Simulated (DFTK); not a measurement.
# V (Im-3m) in DFTK: a series of runs

The runs below take V through band structure, with PBEsol, r2SCAN.

All numbers are computed with DFTK 0.8.2; they aren't measurements. Logs are shortened: lines on timing, memory, paths and dates and some standing lists are left out, and cuts for length are marked.

### 1 The crystal as given

Symmetry: Im-3m, No. 229, cubic system. The conventional cell has a = 3.029 Å, b = 3.029 Å, c = 3.029 Å, α = 90.00°, β = 90.00°, γ = 90.00°. Around V (site symmetry m-3m) lie 8 V at 2.62 Å.

### 2 Band structure, PBEsol, collinear spin, ferromagnetic start

run.jl reads:

```julia
using DFTK
using PseudoPotentialData
using Unitful, UnitfulAtomic
using LinearAlgebra, Printf
include("save.jl")
disable_threading()

# lattice vectors are the columns
lattice = austrip(1u"Å") * [      -1.51435        1.51435        1.51435;
                  1.51435       -1.51435        1.51435;
                  1.51435        1.51435       -1.51435]
symbols   = [:V]
positions = [[0.0, 0.0, 0.0]]
pseudopotentials = Dict(:V => "V.upf")
elements = Dict(s => ElementPsp(s, pseudopotentials; rcut=10.0) for s in unique(symbols))
atoms    = [elements[s] for s in symbols]
magnetic_moments = [2.0]

build_model(lattice, positions; symmetries=true) =
    model_DFT(lattice, atoms, positions;
              functionals=PBEsol(),
              magnetic_moments,
              spin_polarization=:collinear,
              temperature=austrip(0.05u"eV"),
              smearing=Smearing.FermiDirac(),
              symmetries)
Ecut  = 45.0  # hartree
kgrid = [10, 10, 10]
tol   = 1e-6
to_GPa = ustrip(uconvert(u"GPa", 1u"hartree/bohr^3"))

model = build_model(lattice, positions)
basis = PlaneWaveBasis(model; Ecut, kgrid)
display(basis)
scfres = self_consistent_field(basis;
                               tol,
                               ρ=guess_density(basis, magnetic_moments),
                               nbandsalg=AdaptiveBands(model; n_bands_converge=12))
display(scfres.energies)
@printf "Fermi level: %.6f eV\n" ustrip(auconvert(u"eV", something(scfres.εF, NaN)))
forces = compute_forces_cart(scfres)
println("Forces (eV/Å)")
for (s, f) in zip(symbols, forces)
    @printf "%-3s %12.6f %12.6f %12.6f\n" s ustrip.(auconvert.(u"eV/Å", f))...
end
stress = compute_stresses_cart(scfres)
println("Stress (GPa)")
display(round.(stress * to_GPa; digits=4))
@printf "Total moment: %.4f μB\n" sum(spin_density(scfres.ρ)) * scfres.basis.dvol
println("Levels at the first k-point (eV): ", round.(ustrip.(auconvert.(u"eV", scfres.eigenvalues[1][1:scfres.n_bands_converge])); digits=4))
save_scf!(scfres; forces, stress)

points = Dict("G" => [0.0, 0.0, 0.0], "H" => [0.5, -0.5, 0.5], "P" => [0.25, 0.25, 0.25], "N" => [0.0, 0.0, 0.5])
segments = [("G", "H", 10), ("H", "N", 7), ("N", "G", 7), ("G", "P", 8), ("P", "H", 8), ("P", "N", 5)]
kcoords = vcat([[points[a] + t * (points[b] - points[a]) for t in range(0, 1, n)] for (a, b, n) in segments]...)
bands = compute_bands(scfres, ExplicitKpoints(kcoords); n_bands=14, tol=1e-5)
for (k, ε) in zip(bands.basis.kpoints, bands.eigenvalues)
    @printf "%d %8.4f %8.4f %8.4f " k.spin k.coordinate...
    println(join([@sprintf("%9.4f", e) for e in ustrip.(auconvert.(u"eV", ε .- scfres.εF))]))
end
results["band_energies"] = rows(bands.eigenvalues); results["band_kpoints"] = rows(kcoords)
```

Potentials or basis: SG15 1.2 (PBE).

Started as:

```
$ julia --threads=1 run.jl  # save.jl only writes the numbers to a file and isn't shown; printed stress counts tension as positive; times include loading and compiling
```

Standard output:

```text
PlaneWaveBasis discretization:

    Ecut                 : 45.0 Ha
    fft_size             : (32, 32, 32), 32768 total points
    kgrid                : MonkhorstPack([10, 10, 10])
    num.   red. kpoints  : 1000
    num. irred. kpoints  : 47

    Discretized Model(gga_x_pbe_sol+gga_c_pbe_sol, 3D):
        lattice (in Bohr)    : [-2.86171  , 2.86171   , 2.86171   ]
                               [2.86171   , -2.86171  , 2.86171   ]
                               [2.86171   , 2.86171   , -2.86171  ]
        unit cell volume     : 93.742 Bohr³

        atoms                : V
        atom potentials      : ElementPsp(:V, "V.upf")

        num. electrons       : 13
        spin polarization    : collinear
        temperature          : 0.0018375 Ha
        smearing             : DFTK.Smearing.FermiDirac()

        terms                : Kinetic()
                               AtomicLocal()
                               AtomicNonlocal()
                               Ewald(nothing)
                               PspCorrection()
                               Hartree()
                               Xc(gga_x_pbe_sol, gga_c_pbe_sol)
                               Entropy()
n     Energy            log10(ΔE)   log10(Δρ)   Magnet   |Magn|   Diag   Δtime
---   ---------------   ---------   ---------   ------   ------   ----   ------
  1   -70.98926094901                   -0.57    0.847    0.847    4.7    16.4s
  2   -71.01183221751       -1.65       -0.93    0.701    0.701    1.4    6.94s
  3   -71.02496632604       -1.88       -1.41    0.405    0.405    2.4    8.21s
  4   -71.02619309568       -2.91       -1.62    0.275    0.275    1.6    6.61s
  5   -71.02685827547       -3.18       -2.11    0.088    0.088    1.9    7.62s
  6   -71.02690365735       -4.34       -2.55    0.002    0.002    2.1    6.35s
  7   -71.02691473642       -4.96       -2.98    0.007    0.007    1.9    6.95s
  8   -71.02691573518       -6.00       -3.22    0.005    0.005    1.9    6.85s
  9   -71.02691601695       -6.55       -3.68    0.000    0.000    1.4    5.07s
 10   -71.02691604776       -7.51       -4.37   -0.000    0.000    2.0    5.64s
 11   -71.02691604838       -9.20       -4.82   -0.000    0.000    1.9    4.98s
 12   -71.02691604873       -9.45       -5.71   -0.000    0.000    2.1    7.86s
 13   -71.02691604873      -11.73       -6.28    0.000    0.000    2.2    7.78s
Energy breakdown (in Ha):
    Kinetic             29.0732054
    AtomicLocal         -43.5458543
    AtomicNonlocal      -12.2476979
    Ewald               -53.7293393
    PspCorrection       3.4617818
    Hartree             14.3225293
    Xc                  -8.3610779
    Entropy             -0.0004632

    total               -71.026916048735
Fermi level: 8.786934 eV
Forces (eV/Å)
V       0.000000     0.000000    -0.000000
Stress (GPa)
3×3 StaticArraysCore.SMatrix{3, 3, Float64, 9} with indices SOneTo(3)×SOneTo(3):
 11.2135  -0.0     -0.0
 -0.0     11.2135  -0.0
 -0.0     -0.0     11.2135
Total moment: 0.0000 μB
Levels at the first k-point (eV): [-54.9963, -28.2696, -28.2696, -28.2696, 2.1822, 9.1978, 9.1978, 9.1978, 11.1449, 11.1449, 29.2269, 29.2269]
1   0.0000   0.0000   0.0000  -63.7833 -37.0565 -37.0565 -37.0565  -6.6047   0.4109   0.4109   0.4109   2.3579   2.3579  20.4400  20.4400  20.4400  26.8934
1   0.0556  -0.0556   0.0556  -63.7728 -37.0923 -37.0726 -37.0726  -6.3619   0.3957   0.3957   0.4979   2.1674   2.4291  19.8105  20.6023  20.6023  25.4711
1   0.1111  -0.1111   0.1111  -63.7433 -37.1885 -37.1192 -37.1192  -5.6679   0.3808   0.3808   0.7515   1.6307   2.6207  18.7103  20.7423  20.7423  22.9405
1   0.1667  -0.1667   0.1667  -63.6994 -37.3163 -37.1919 -37.1919  -4.6314   0.4399   0.4399   0.8433   1.1496   2.8833  17.8016  19.9664  19.9664  20.5622
1   0.2222  -0.2222   0.2222  -63.6478 -37.4421 -37.2828 -37.2828  -3.4689  -0.0658   0.6515   0.6515   1.6544   3.2181  17.1949  18.1944  18.1944  18.7973
1   0.2778  -0.2778   0.2778  -63.5959 -37.5396 -37.3816 -37.3816  -2.5572  -0.9695   1.0691   1.0691   2.2134   3.8350  16.0564  16.0564  16.8395  17.8171
[... 82 lines left out ...]
2   0.0625   0.0625   0.4375  -63.6052 -37.8522 -37.3391 -37.0924  -2.8676  -1.1398   0.9307   2.4090   2.7124   4.8197   9.7519  15.1963  17.6310  23.3826
2   0.0000   0.0000   0.5000  -63.6072 -37.8845 -37.3170 -37.0622  -3.1220  -1.0852   1.4965   2.3538   2.7035   4.0274   9.7944  15.7347  19.1911  22.6172
```

It took 4.3 min on 1 thread of Intel Xeon at 2.50GHz (Skylake/Cascade Lake), shared host; peak memory 1.7 GiB.

What came out:

```
Free energy            : -1932.7408 eV
Pressure               : -11.2 GPa
Band gap on the k mesh : none (metal or under the smearing width)
Net moment             : 0.00 μB per cell
Absolute moment        : 0.00 μB per cell
```

Levels at the corners of the path, in eV from the Fermi level:
Spin up:
| point | band 3 | band 4 | band 5 | band 6 | band 7 | band 8 | band 9 | band 10 |
| --- | --- | --- | --- | --- | --- | --- | --- | --- |
| Γ | -37.06 | -37.06 | -6.60 | 0.41 | 0.41 | 0.41 | 2.36 | 2.36 |
| H | -37.62 | -37.62 | -2.89 | -2.89 | 3.65 | 3.65 | 3.65 | 9.86 |
| N | -37.32 | -37.06 | -3.12 | -1.09 | 1.50 | 2.35 | 2.70 | 4.03 |
| Γ | -37.06 | -37.06 | -6.60 | 0.41 | 0.41 | 0.41 | 2.36 | 2.36 |
| P | -37.47 | -37.47 | -1.11 | -1.11 | -1.11 | 2.77 | 2.77 | 10.13 |
| H | -37.62 | -37.62 | -2.89 | -2.89 | 3.65 | 3.65 | 3.65 | 9.86 |
| P | -37.47 | -37.47 | -1.11 | -1.11 | -1.11 | 2.77 | 2.77 | 10.13 |
| N | -37.32 | -37.06 | -3.12 | -1.09 | 1.50 | 2.35 | 2.70 | 4.03 |
Spin down:
```tsv
point	band 3	band 4	band 5	band 6	band 7	band 8	band 9	band 10
Γ	-37.06	-37.06	-6.60	0.41	0.41	0.41	2.36	2.36
H	-37.62	-37.62	-2.89	-2.89	3.65	3.65	3.65	9.86
N	-37.32	-37.06	-3.12	-1.09	1.50	2.35	2.70	4.03
Γ	-37.06	-37.06	-6.60	0.41	0.41	0.41	2.36	2.36
P	-37.47	-37.47	-1.11	-1.11	-1.11	2.77	2.77	10.13
H	-37.62	-37.62	-2.89	-2.89	3.65	3.65	3.65	9.86
P	-37.47	-37.47	-1.11	-1.11	-1.11	2.77	2.77	10.13
N	-37.32	-37.06	-3.12	-1.09	1.50	2.35	2.70	4.03
```

Caveat: the potentials were made for another functional, which shifts forces and pressure.

### 3 Band structure, r2SCAN, collinear spin, ferromagnetic start

run.jl, as its differences from that of step 2:

```diff
@@ -20,3 +20,3 @@
     model_DFT(lattice, atoms, positions;
-              functionals=PBEsol(),
+              functionals=r2SCAN(),
               magnetic_moments,
```

Potentials or basis: SG15 1.2 (PBE).

Started as:

```
$ julia --threads=1 run.jl  # save.jl only writes the numbers to a file and isn't shown; printed stress counts tension as positive; times include loading and compiling
```

Standard output:

```text
PlaneWaveBasis discretization:

    Ecut                 : 45.0 Ha
    fft_size             : (32, 32, 32), 32768 total points
    kgrid                : MonkhorstPack([10, 10, 10])
    num.   red. kpoints  : 1000
    num. irred. kpoints  : 47

    Discretized Model(mgga_x_r2scan+mgga_c_r2scan, 3D):
        lattice (in Bohr)    : [-2.86171  , 2.86171   , 2.86171   ]
                               [2.86171   , -2.86171  , 2.86171   ]
                               [2.86171   , 2.86171   , -2.86171  ]
        unit cell volume     : 93.742 Bohr³

        atoms                : V
        atom potentials      : ElementPsp(:V, "V.upf")

        num. electrons       : 13
[... 28 lines left out ...]
 15   -71.11500568576      -10.45       -6.43       -4.67    0.610    0.617    3.0    23.3s
Energy breakdown (in Ha):
    Kinetic             29.0922607
    AtomicLocal         -43.5562342
    AtomicNonlocal      -12.2480401
    Ewald               -53.7293393
    PspCorrection       3.4617818
    Hartree             14.3275069
    Xc                  -8.4624351
    Entropy             -0.0005064

    total               -71.115005685764
Fermi level: 8.965059 eV
Forces (eV/Å)
V       0.000000     0.000000     0.000000
Stress (GPa)
3×3 StaticArraysCore.SMatrix{3, 3, Float64, 9} with indices SOneTo(3)×SOneTo(3):
  6.0486  -0.0     -0.0
 -0.0      6.0486  -0.0
 -0.0     -0.0      6.0486
Total moment: 0.6096 μB
Levels at the first k-point (eV): [-58.2483, -30.4111, -30.4111, -30.4111, 1.6147, 8.8686, 8.8686, 8.8686, 11.4122, 11.4122, 29.9592, 29.9592]
1   0.0000   0.0000   0.0000  -67.2133 -39.3762 -39.3762 -39.3762  -7.3504  -0.0964  -0.0964  -0.0964   2.4471   2.4471  20.9942  20.9942  20.9942  27.9673
1   0.0556  -0.0556   0.0556  -67.2027 -39.4120 -39.3925 -39.3925  -7.0977  -0.1121  -0.1121  -0.0064   2.2457   2.5189  20.3417  21.1555  21.1555  26.5148
1   0.1111  -0.1111   0.1111  -67.1729 -39.5084 -39.4397 -39.4397  -6.3733  -0.1275  -0.1275   0.2561   1.6778   2.7103  19.1917  21.2776  21.2776  23.8883
1   0.1667  -0.1667   0.1667  -67.1287 -39.6367 -39.5132 -39.5132  -5.2837  -0.0664  -0.0664   0.6679   0.8437   2.9658  18.2382  20.4460  20.4460  21.4033
1   0.2222  -0.2222   0.2222  -67.0767 -39.7634 -39.6053 -39.6053  -4.0389  -0.1201   0.1525   0.1525   1.1899   3.2750  17.6019  18.5823  18.5823  19.5475
1   0.2778  -0.2778   0.2778  -67.0243 -39.8623 -39.7055 -39.7055  -3.0087  -1.0783   0.5847   0.5847   1.7673   3.8370  16.3350  16.3350  17.2302  18.4962
[... 82 lines left out ...]
2   0.0625   0.0625   0.4375  -66.4849 -39.4815 -38.9620 -38.7223  -2.8030  -0.6830   0.8579   2.8997   3.1376   5.4269  10.4963  15.7684  18.8713  24.5844
2   0.0000   0.0000   0.5000  -66.4870 -39.5139 -38.9389 -38.6923  -3.0767  -0.6036   1.2879   2.8491   3.1279   4.7554  10.5460  16.2912  20.5685  23.8052
```

Wall time 11 min (1 thread of Intel Xeon at 2.50GHz (Skylake/Cascade Lake), shared host); peak memory 1.7 GiB.

What came out:

```
Free energy            : -1935.1379 eV
Pressure               : -6.0 GPa
Band gap on the k mesh : none (metal or under the smearing width)
Net moment             : 0.61 μB per cell
Absolute moment        : 0.62 μB per cell
Site moments           : V +0.61 μB
```

Levels at the corners of the path, in eV from the Fermi level:
Spin up:
| point | band 5 | band 6 | band 7 | band 8 | band 9 | band 10 |
| --- | --- | --- | --- | --- | --- | --- |
| Γ | -7.35 | -0.10 | -0.10 | -0.10 | 2.45 | 2.45 |
| H | -3.12 | -3.12 | 3.24 | 3.24 | 3.24 | 9.85 |
| N | -3.62 | -1.64 | 1.07 | 2.27 | 2.77 | 3.63 |
| Γ | -7.35 | -0.10 | -0.10 | -0.10 | 2.45 | 2.45 |
| P | -1.67 | -1.67 | -1.67 | 2.84 | 2.84 | 10.12 |
| H | -3.12 | -3.12 | 3.24 | 3.24 | 3.24 | 9.85 |
| P | -1.67 | -1.67 | -1.67 | 2.84 | 2.84 | 10.12 |
| N | -3.62 | -1.64 | 1.07 | 2.27 | 2.77 | 3.63 |
Spin down:
```tsv
point	band 4	band 5	band 6	band 7	band 8	band 9
Γ	-38.68	-7.10	1.03	1.03	1.03	2.72
H	-39.24	-2.98	-2.98	4.36	4.36	4.36
N	-38.69	-3.08	-0.60	1.29	2.85	3.13
Γ	-38.68	-7.10	1.03	1.03	1.03	2.72
P	-39.10	-0.88	-0.88	-0.88	3.19	3.19
H	-39.24	-2.98	-2.98	4.36	4.36	4.36
P	-39.10	-0.88	-0.88	-0.88	3.19	3.19
N	-38.69	-3.08	-0.60	1.29	2.85	3.13
```

Caveat: the potentials were made for another functional, which shifts forces and pressure.

### 4 The reference run

An earlier run on the cell as given: functional PBEsol; potentials or basis dojo.nc.sr.pbesol.v0_4_1.standard.upf (PBEsol); cutoff 1143 eV; k mesh 12 × 12 × 12; occupations fermi-dirac, width 0.05 eV; collinear spin, ferromagnetic start; starting moments [2.0] μB.

- Pressure: -12.0 GPa
- Band gap on the k mesh: none (metal or under the smearing width)
- Net moment: 0.00 μB per cell
- Absolute moment: 0.00 μB per cell
